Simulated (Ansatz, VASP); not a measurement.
## Ru: VASP beside Ansatz

```xyz
3
Lattice="3.4252 0.0000 0.0000 -1.7126 2.9663 0.0000 0.0000 0.0000 4.6106" Properties=species:S:1:pos:R:3 pbc="T T T"
Ru    1.0404    0.0000    1.5369
Ru   -0.5202    0.9010    3.0738
Ru    1.1924    2.0653    0.0000
```

Alike in both runs: functional r2SCAN; k mesh 6 × 6 × 4; occupations gaussian, width 0.1 eV; no spin polarisation.

Ansatz relaxed the structure, and its values are those at the end. VASP's run is a single point on that final structure, the one shown.

|  | VASP | Ansatz |
| --- | --- | --- |
| version | VASP 6.6.1 | Ansatz 0.2.0 |
| potentials or method | VASP PAW PBE potentials, release 64 (Ru_pv) | scalar-relativistic, plane waves, PAW |
| plane-wave cutoff (eV) | 520 | 500 |
| valence electrons in the cell | 42 | 48 |

|  | VASP | Ansatz | Ansatz less VASP |
| --- | --- | --- | --- |
| gap on the k mesh at the Fermi level (eV) | none | none | - |
| pressure (GPa) | 1.1 | -0.1 | -1.20 |
| rms of the force components (eV/Å) | 0.052 | 0.019 | -0.0327 |

A gap of «none» marks a metal or a gap that the smearing closes. With one functional, cell and mesh, what is left measures potentials, basis and numerics. The two sets of potentials don't hold the same shells in valence.

Caveats: the PAW data sets were made with another functional, which shifts forces and pressure a little (VASP).
